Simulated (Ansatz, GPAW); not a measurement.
## Ballistic transport through a Pb chain with two Cu atoms in line, from relaxation to T(E)

How well does a Pb chain with two Cu atoms in line conduct once its atoms have relaxed, and how much do cheaper levels lose?

Main program and level: GPAW 26.7.0 and Ansatz 0.2.0; Ansatz plane waves; relaxation of the junction with the lead ends held, in the first sound run; inputs show where later runs differ.

This is a report of a sequence of runs, with most program output left out.

### Step 1. Starting point

The cell holds 14 atoms: 12 Pb and 2 Cu. Cell: a = 9.000 Å, b = 9.000 Å, c = 39.323 Å, α = 90.0°, β = 90.0°, γ = 90.0°. Regions: left lead, 6 atoms (6 Pb); channel, 2 atoms (2 Cu); right lead, 6 atoms (6 Pb). Vacuum lies along a and b. The structure is stacked along c, and the current runs across the ab planes.

Coordinates:

```cif
data_structure
_symmetry_space_group_name_H-M 'P 1'
_symmetry_Int_Tables_number 1
_cell_length_a 9.0000
_cell_length_b 9.0000
_cell_length_c 39.3226
_cell_angle_alpha 90.000
_cell_angle_beta 90.000
_cell_angle_gamma 90.000
_cell_volume 3185.13
loop_
_atom_site_label
_atom_site_type_symbol
_atom_site_fract_x
_atom_site_fract_y
_atom_site_fract_z
_atom_site_occupancy
Pb1 Pb 0.50000 0.50000 0.03687 1
Pb2 Pb 0.50000 0.50000 0.11062 1
Pb3 Pb 0.50000 0.50000 0.18437 1
Pb4 Pb 0.50000 0.50000 0.25812 1
Pb5 Pb 0.50232 0.49674 0.33067 1
Pb6 Pb 0.49025 0.49882 0.40657 1
Cu7 Cu 0.50011 0.50171 0.47154 1
Cu8 Cu 0.49706 0.50884 0.52858 1
Pb9 Pb 0.50125 0.50913 0.59429 1
Pb10 Pb 0.50038 0.49829 0.66838 1
Pb11 Pb 0.50000 0.50000 0.74188 1
Pb12 Pb 0.50000 0.50000 0.81563 1
Pb13 Pb 0.50000 0.50000 0.88938 1
Pb14 Pb 0.50000 0.50000 0.96313 1
```

### Step 2. Relaxing the atoms

Transmission follows bond lengths closely, so the atoms between the held lead ends are relaxed first, from a slightly shaken start that lets symmetry break.

Input file input.yaml:

```yaml
crystal:
  lattice:
    - [9.0, 0.0, 0.0]
    - [0.0, 9.0, 0.0]
    - [0.0, 0.0, 39.3226]
  atoms:
    - { symbol: Pb, position: [0.5, 0.5, 0.0368744691] }
    - { symbol: Pb, position: [0.5, 0.5, 0.1106234074] }
    - { symbol: Pb, position: [0.5, 0.5, 0.1843723457] }
    - { symbol: Pb, position: [0.5, 0.5, 0.2581212839] }
    - { symbol: Pb, position: [0.5023183992, 0.4967350861, 0.3306697749] }
    - { symbol: Pb, position: [0.4902500981, 0.4988225595, 0.4065709844] }
    - { symbol: Cu, position: [0.5001102421, 0.5017061468, 0.4715353803] }
    - { symbol: Cu, position: [0.4970595138, 0.5088409557, 0.5285762577] }
    - { symbol: Pb, position: [0.5012451769, 0.5091319361, 0.5942936741] }
    - { symbol: Pb, position: [0.5003809817, 0.4982937349, 0.6683849947] }
    - { symbol: Pb, position: [0.5, 0.5, 0.7418787161] }
    - { symbol: Pb, position: [0.5, 0.5, 0.8156276543] }
    - { symbol: Pb, position: [0.5, 0.5, 0.8893765926] }
    - { symbol: Pb, position: [0.5, 0.5, 0.9631255309] }
kpoints:
  mp_grid: { grid: [1, 1, 2] }
hamiltonian:
  xc: pbe
scf:
  occupations: { method: fermi_dirac, width: 0.1 }
relax:
  f_tol: 0.03
  max_steps: 80
  constraints: [{ sites: [0, 1, 2, 3, 10, 11, 12, 13] }]
```

The run is started by

```
$ ansatz run input.yaml --threads 4 --pin off --max-ram 8192MiB --backend cpu --events-out ev --progress --plain --runs-dir out
```

Elapsed: 77 s, on 4 threads of Intel Xeon Platinum 8488C (Sapphire Rapids), shared host; peak memory 4.2 GiB.

Step by step:

| step | energy less that of the first step (eV) | largest force component (eV/Å) |
| --- | --- | --- |
| 1 | 0.0000 | 0.7012 |
| 2 | -0.0590 | 0.2930 |
| 3 | -0.0867 | 0.1439 |
| 4 | -0.1168 | 0.3126 |
| 5 | -0.1402 | 0.1206 |
| 6 | -0.1588 | 0.0224 |
| 7 | -0.1588 | 0.0224 |
| 8 | -0.1608 | 0.0374 |
| 9 | -0.1629 | 0.0133 |
| 10 | -0.1629 | 0.0133 |

The atoms that moved most (Å):

| atom | dx | dy | dz | length |
| --- | --- | --- | --- | --- |
| Pb10 | -0.727 | -0.334 | -0.011 | 0.800 |
| Pb5 | 0.755 | 0.177 | 0.057 | 0.777 |
| Pb6 | -0.194 | -0.059 | -0.178 | 0.270 |
| Pb9 | 0.208 | 0.022 | 0.141 | 0.252 |
| Cu8 | 0.063 | -0.075 | 0.070 | 0.120 |
| Cu7 | -0.043 | -0.044 | -0.081 | 0.102 |

Numbers from this step:

```
free energy         : -156108.7544 eV
smearing term TS    : 0.6111 eV
symmetry operations : 1
```

The relaxation lowered the energy of the cell by 0.163 eV.

### Step 3. Plane-wave reference (PBE)

Plane waves give the reference curve, free of the bias of atom-centred orbitals.

This step: Ansatz plane waves; Landauer transmission by layers, zero bias (Ansatz 0.2.0).

Input file input.yaml:

```yaml
crystal:
  lattice:
    - [9.0, 0.0, 0.0]
    - [0.0, 9.0, 0.0]
    - [0.0, 0.0, 39.3226]
  atoms:
    - { symbol: Pb, position: [0.5, 0.5, 0.0368744691] }
    - { symbol: Pb, position: [0.5, 0.5, 0.1106234074] }
    - { symbol: Pb, position: [0.5, 0.5, 0.1843723457] }
    - { symbol: Pb, position: [0.5, 0.5, 0.2581212839] }
    - { symbol: Pb, position: [0.5861815419, 0.5163619811, 0.3321206895] }
    - { symbol: Pb, position: [0.4686521959, 0.4922600795, 0.4020378628] }
    - { symbol: Cu, position: [0.4953675621, 0.4967897676, 0.4694755553] }
    - { symbol: Cu, position: [0.5040168051, 0.5005489733, 0.5303580161] }
    - { symbol: Pb, position: [0.5243335866, 0.5115442388, 0.5978919268] }
    - { symbol: Pb, position: [0.4195888034, 0.4611950332, 0.6680951526] }
    - { symbol: Pb, position: [0.5, 0.5, 0.7418787161] }
    - { symbol: Pb, position: [0.5, 0.5, 0.8156276543] }
    - { symbol: Pb, position: [0.5, 0.5, 0.8893765926] }
    - { symbol: Pb, position: [0.5, 0.5, 0.9631255309] }
kpoints:
  mp_grid: { grid: [1, 1, 2] }
hamiltonian:
  xc: pbe
scf:
  occupations: { method: fermi_dirac, width: 0.1 }
output:
  transmission:
    leads: [[0, 1]]
    e_range: [-2, 2]
    de: 0.025
    kmesh: [1, 1]
    reduced_basis: true
  write_potential: true
  write_density: true
  volumetric_format: npy
  elf: true
```

It took 1.8 min on 4 threads; peak memory 4.3 GiB.

This step gave:

```yaml
free_energy: -156108.7543 eV
lead_level: 0 eV from the Fermi level
transmission_at_the_fermi_level_one_spin: 1.043
open_channels_of_the_lead_at_the_fermi_level_one_spin: 3
step_of_the_potential_along_the_lead: 21.5 meV
offset_of_the_lead: 0 Å
filling_of_the_lead_less_its_bulk_value_in_size: 12.2 meV
conductance: 1.036 G₀
```

One spin. The transmission, zone mean by energy, zero at the Fermi level:

| energy (eV) | transmission, zone mean |
| --- | --- |
| -2.000 | 0.563 |
| -1.925 | 0.968 |
| -1.800 | 0.446 |
| -1.600 | 0.892 |
| -1.525 | 0.929 |
| -1.400 | 0.450 |
| -1.200 | 0.0160 |
| -1.000 | 0.857 |
| -0.975 | 0.990 |
| -0.800 | 0.319 |
| -0.600 | 0.744 |
| -0.400 | 0.956 |
| -0.200 | 1.08 |
| -0.125 | 1.09 |
| 0.000 | 1.04 |
| 0.200 | 0.801 |
| 0.400 | 0.615 |
| 0.600 | 0.548 |
| 0.800 | 0.556 |
| 1.000 | 0.622 |
| 1.200 | 0.738 |
| 1.275 | 0.944 |
| 1.400 | 0.792 |
| 1.600 | 0.835 |
| 1.800 | 0.826 |
| 2.000 | 0.796 |

One spin. Open channels, zone mean against energy, zero at the Fermi level:

| energy (eV) | open channels, zone mean |
| --- | --- |
| -2.000 | 1 |
| -1.800 | 1 |
| -1.600 | 1 |
| -1.400 | 1 |
| -1.200 | 1 |
| -1.000 | 1 |
| -0.800 | 1 |
| -0.600 | 3 |
| -0.400 | 3 |
| -0.200 | 3 |
| 0.000 | 3 |
| 0.200 | 3 |
| 0.400 | 3 |
| 0.600 | 3 |
| 0.800 | 3 |
| 1.000 | 3 |
| 1.200 | 3 |
| 1.400 | 3 |
| 1.600 | 3 |
| 1.800 | 3 |
| 2.000 | 3 |

Crystal 0, spin -, k parallel (0, 0); distinct values, listed up to 1.5 1/Å. Im kz of the slowest decaying states against energy, zero at the Fermi level:

| energy (eV) | decay 1 (Å⁻¹) | decay 2 (Å⁻¹) | decay 3 (Å⁻¹) | decay 4 (Å⁻¹) |
| --- | --- | --- | --- | --- |
| -2.0000 | 0.511 | 0.512 | 1.16 | 1.29 |
| -1.7500 | 0.462 | 0.462 | 1.13 | 1.26 |
| -1.5000 | 0.404 | 0.404 | 1.10 | 1.23 |
| -1.2500 | 0.336 | 0.336 | 1.07 | 1.21 |
| -1.0000 | 0.246 | 0.247 | 1.03 | 1.18 |
| -0.7500 | 0.0875 | 0.0877 | 1.000 | 1.15 |
| -0.5000 | 0.965 | 1.12 | 1.18 | 1.18 |
| -0.2500 | 0.930 | 1.09 | 1.16 | 1.16 |
| 0.0000 | 0.893 | 1.06 | 1.14 | 1.14 |
| 0.2500 | 0.854 | 1.03 | 1.11 | 1.11 |
| 0.5000 | 0.813 | 0.994 | 1.08 | 1.08 |
| 0.7500 | 0.771 | 0.959 | 1.06 | 1.06 |
| 1.0000 | 0.726 | 0.924 | 1.03 | 1.03 |
| 1.2500 | 0.677 | 0.887 | 1.00 | 1.00 |
| 1.5000 | 0.626 | 0.848 | 0.972 | 0.972 |
| 1.7500 | 0.569 | 0.808 | 0.941 | 0.941 |
| 2.0000 | 0.507 | 0.765 | 0.909 | 0.909 |

Crystal 0, spin -, k parallel (0, 0). The Re kz of states that move upwards by energy, zero at the Fermi level:

| energy (eV) | channel 1 (Å⁻¹) | channel 2 (Å⁻¹) | channel 3 (Å⁻¹) |
| --- | --- | --- | --- |
| -2.000 | -0.984 | - | - |
| -1.900 | -0.971 | - | - |
| -1.800 | -0.958 | - | - |
| -1.700 | -0.946 | - | - |
| -1.600 | -0.935 | - | - |
| -1.500 | -0.924 | - | - |
| -1.400 | -0.914 | - | - |
| -1.300 | -0.904 | - | - |
| -1.200 | -0.894 | - | - |
| -1.100 | -0.884 | - | - |
| -1.000 | -0.875 | - | - |
| -0.900 | -0.866 | - | - |
| -0.800 | -0.857 | - | - |
| -0.700 | -0.848 | 0.0553 | 0.0557 |
| -0.600 | -0.839 | 0.157 | 0.157 |
| -0.500 | -0.831 | 0.216 | 0.216 |
| -0.400 | -0.822 | 0.262 | 0.262 |
| -0.300 | -0.814 | 0.302 | 0.302 |
| -0.200 | -0.805 | 0.337 | 0.337 |
| -0.100 | -0.797 | 0.369 | 0.369 |
| 0.000 | -0.789 | 0.399 | 0.399 |
| 0.100 | -0.781 | 0.427 | 0.427 |
| 0.200 | -0.773 | 0.453 | 0.453 |
| 0.300 | -0.765 | 0.479 | 0.479 |
| 0.400 | -0.757 | 0.503 | 0.503 |
| 0.500 | -0.749 | 0.526 | 0.526 |
| 0.600 | -0.742 | 0.549 | 0.549 |
| 0.700 | -0.734 | 0.571 | 0.571 |
| 0.800 | -0.726 | 0.592 | 0.592 |
| 0.900 | -0.719 | 0.613 | 0.613 |
| 1.000 | -0.711 | 0.634 | 0.634 |
| 1.100 | -0.704 | 0.654 | 0.654 |
| 1.200 | -0.696 | 0.674 | 0.674 |
| 1.300 | -0.689 | 0.694 | 0.694 |
| 1.400 | -0.682 | 0.713 | 0.713 |
| 1.500 | -0.674 | 0.732 | 0.732 |
| 1.600 | -0.667 | 0.751 | 0.751 |
| 1.700 | -0.660 | 0.770 | 0.770 |
| 1.800 | -0.652 | 0.790 | 0.790 |
| 1.900 | -0.645 | 0.809 | 0.809 |
| 2.000 | -0.638 | 0.828 | 0.828 |

The electrostatic potential energy of an electron (with the applied field's), less the Fermi level, planar mean oscillates, so the rows of the table below give means over windows of 2.91 Å about each position, cut where the curve ends. Its maxima inside the range that stand out by 2 % of the span (Å: eV): 2.9: 3.86, 5.8: 3.87, 8.7: 3.83, 11.7: 3.80, 14.4: 3.70, 17.3: 3.94, 19.7: 4.27, 22.0: 3.94, 24.9: 3.71, 27.7: 3.80, 30.6: 3.83, 33.5: 3.87, 36.4: 3.86. Its minima: 1.5: 2.04, 4.4: 2.04, 7.3: 2.05, 10.2: 1.97, 13.1: 2.00, 15.9: 1.86, 18.5: 2.87, 20.8: 2.87, 23.4: 1.86, 26.2: 2.01, 29.1: 1.97, 32.0: 2.05, 35.0: 2.04, 37.9: 2.04.

The electrostatic potential energy of an electron (with the applied field's), less the Fermi level, planar mean by z; means over each step:

| z (Å) | electrostatic potential energy of an electron (with the applied field's), less the Fermi level, planar mean (eV) |
| --- | --- |
| 1.46 | 2.94 |
| 4.37 | 2.94 |
| 7.28 | 2.94 |
| 10.19 | 2.87 |
| 13.10 | 2.87 |
| 16.01 | 2.83 |
| 18.91 | 3.62 |
| 21.83 | 3.21 |
| 24.73 | 2.73 |
| 27.65 | 2.87 |
| 30.55 | 2.90 |
| 33.47 | 2.94 |
| 36.38 | 2.93 |

The valence density, planar mean oscillates, so the rows of the table below give means over windows of 2.91 Å about each position, cut where the curve ends. Its maxima inside the range that stand out by 2 % of the span (Å: e/Å³): 1.5: 0.141, 4.4: 0.141, 7.3: 0.141, 10.2: 0.140, 13.1: 0.140, 15.9: 0.138, 18.5: 0.328, 20.8: 0.329, 23.4: 0.138, 26.2: 0.140, 29.1: 0.140, 32.0: 0.141, 35.0: 0.141, 37.9: 0.141. Its minima: 2.9: 0.0144, 5.8: 0.0144, 8.7: 0.0146, 11.7: 0.0143, 14.4: 0.0174, 17.3: 0.0130, 19.7: 0.0125, 22.0: 0.0130, 24.9: 0.0172, 27.7: 0.0145, 30.6: 0.0146, 33.5: 0.0144, 36.4: 0.0144.

Table of valence density, planar mean by z; means over each step:

z (Å), valence density, planar mean (e/Å³) and a bar from the least value:
```
     1.46      0.059 #
     4.37      0.059 
     7.28      0.060 #
    10.19      0.059 
    13.10      0.060 #
    16.01      0.059 
    18.91      0.087 ########################
    21.83      0.094 ##############################
    24.73      0.066 ######
    27.65      0.060 #
    30.55      0.060 #
    33.47      0.060 #
    36.38      0.060 #
```

ELF in the ca plane at fractional y = 0.497, with atoms of Pb and Cu within 0.2 Å of it. It is the smooth field of the valence electrons, not physical close to the nuclei.

Values, 13 rows by 16 columns, each cell a mean:
```
0.00 0.00 0.01 0.02 0.02 0.01 0.00 0.00 0.00 0.00 0.00 0.00 0.00 0.00 0.00 0.00
0.04 0.03 0.05 0.12 0.14 0.09 0.04 0.01 0.01 0.01 0.01 0.01 0.01 0.01 0.02 0.03
0.16 0.12 0.15 0.33 0.37 0.26 0.12 0.04 0.04 0.05 0.05 0.05 0.04 0.04 0.12 0.15
0.31 0.26 0.27 0.44 0.44 0.39 0.20 0.12 0.13 0.16 0.16 0.16 0.14 0.18 0.32 0.35
0.38 0.36 0.34 0.36 0.28 0.39 0.28 0.28 0.27 0.20 0.26 0.21 0.22 0.35 0.41 0.43
0.35 0.27 0.35 0.27 0.15 0.36 0.35 0.37 0.29 0.27 0.23 0.25 0.25 0.37 0.17 0.36
0.28 0.09 0.37 0.35 0.35 0.37 0.18 0.22 0.26 0.60 0.23 0.39 0.38 0.35 0.14 0.33
0.38 0.36 0.39 0.30 0.30 0.42 0.29 0.32 0.30 0.23 0.23 0.21 0.21 0.36 0.37 0.34
0.37 0.42 0.33 0.20 0.23 0.40 0.42 0.39 0.27 0.21 0.24 0.22 0.22 0.25 0.25 0.31
0.25 0.28 0.17 0.09 0.12 0.25 0.31 0.23 0.10 0.12 0.12 0.13 0.12 0.09 0.12 0.25
0.11 0.10 0.05 0.02 0.03 0.08 0.11 0.06 0.02 0.03 0.03 0.04 0.03 0.02 0.05 0.15
0.02 0.01 0.00 0.00 0.00 0.01 0.01 0.01 0.00 0.01 0.01 0.01 0.01 0.00 0.01 0.04
0.00 0.00 0.00 0.00 0.00 0.00 0.00 0.00 0.00 0.00 0.00 0.00 0.00 0.00 0.00 0.00
```
Columns run along c (16.0 Å, from fractional 0.23 to 0.64 of the cell), rows up along a (9.0 Å). Atoms in or near the plane, at fractional coordinates: Pb at (0.26, 0.50), Pb at (0.33, 0.59), Pb at (0.40, 0.47), Cu at (0.47, 0.50), Cu at (0.53, 0.50), Pb at (0.60, 0.52).

Electrostatic potential energy in the ca plane at fractional y = 0.497, with atoms of Pb and Cu within 0.2 Å of it. With pseudopotentials it is smooth inside the atoms' cores, unlike the true potential.

Values in eV, 13 rows by 16 columns, each cell a mean:
```
  2   2   2   2   2   2   2   2   2   2   2   2   2   2   2   2
  2   2   2   2   1   2   2   2   2   2   2   2   2   2   2   2
  2   2   2   1   0   1   2   2   2   2   2   2   2   2   1   1
  1   1   1  -5  -8   0   1   1   2   2   2   2   2   1  -1   0
 -3  -7  -2 -27 -37  -5  -2  -1   1  -1   1  -1  -1  -2 -16  -6
-23 -37  -8 -32 -38  -9 -22 -19  -4 -28  -8 -22 -23 -13 -39 -25
-31 -35 -13 -15 -24  -7 -37 -35 -11 -45 -18 -34 -34 -14 -39 -26
-16 -30  -4  -1  -1  -3 -35 -32  -4 -22  -5 -11 -11  -3 -19  -8
 -1  -3   0   1   1   0  -8  -7   0   0   1   1   1   1  -1   0
  1   1   2   2   2   1   0   0   1   2   2   2   2   2   1   1
  2   2   2   2   2   2   1   1   2   2   2   2   2   2   2   2
  2   2   2   2   2   2   2   2   2   2   2   2   2   2   2   2
  2   2   2   2   2   2   2   2   2   2   2   2   2   2   2   2
```
Columns run along c (16.0 Å, from fractional 0.23 to 0.64 of the cell; values clipped at the 3rd and 97th percentile), rows up along a (9.0 Å). Atoms in or near the plane, at fractional coordinates: Pb at (0.26, 0.50), Pb at (0.33, 0.59), Pb at (0.40, 0.47), Cu at (0.47, 0.50), Cu at (0.53, 0.50), Pb at (0.60, 0.52).

Valence density in the ca plane at fractional y = 0.497, with atoms of Pb and Cu within 0.2 Å of it. It is the smooth field of the valence electrons, not physical close to the nuclei.

Values in e/Å³, 13 rows by 16 columns, each cell a mean:
```
 0  0  0  0  0  0  0  0  0  0  0  0  0  0  0  0
 0  0  0  0  0  0  0  0  0  0  0  0  0  0  0  0
 0  0  0  0  0  0  0  0  0  0  0  0  0  0  0  0
 0  0  0  0  0  0  0  0  0  0  0  0  0  0  0  0
 0  0  0  2  3  0  0  0  0  0  0  0  0  0  1  0
 1  3  0  2  5  0  1  1  0  4  1  4  4  1  4  1
 2  6  0  1  1  0  4  4  1 26  2 13 13  1  5  1
 1  1  0  0  0  0  3  2  0  2  0  1  1  0  1  0
 0  0  0  0  0  0  0  0  0  0  0  0  0  0  0  0
 0  0  0  0  0  0  0  0  0  0  0  0  0  0  0  0
 0  0  0  0  0  0  0  0  0  0  0  0  0  0  0  0
 0  0  0  0  0  0  0  0  0  0  0  0  0  0  0  0
 0  0  0  0  0  0  0  0  0  0  0  0  0  0  0  0
```
Columns run along c (16.0 Å, from fractional 0.23 to 0.64 of the cell), rows up along a (9.0 Å). Atoms in or near the plane, at fractional coordinates: Pb at (0.26, 0.50), Pb at (0.33, 0.59), Pb at (0.40, 0.47), Cu at (0.47, 0.50), Cu at (0.53, 0.50), Pb at (0.60, 0.52).

T at the Fermi level is 1.04 of 3 open channels a spin, without spin-orbit coupling, which is large for these atoms.

(Part 1 of 2 ends here.)

[Logs are printed without paths, hosts, clocks, repeated set-up lines and the standing remarks that a program may print on its own settings, such as how far it seeks lower states.]

[Hosts, paths, dates, database ids (printed as entryN), source tags and the programs' standing remarks are cut or masked in the printed files.]
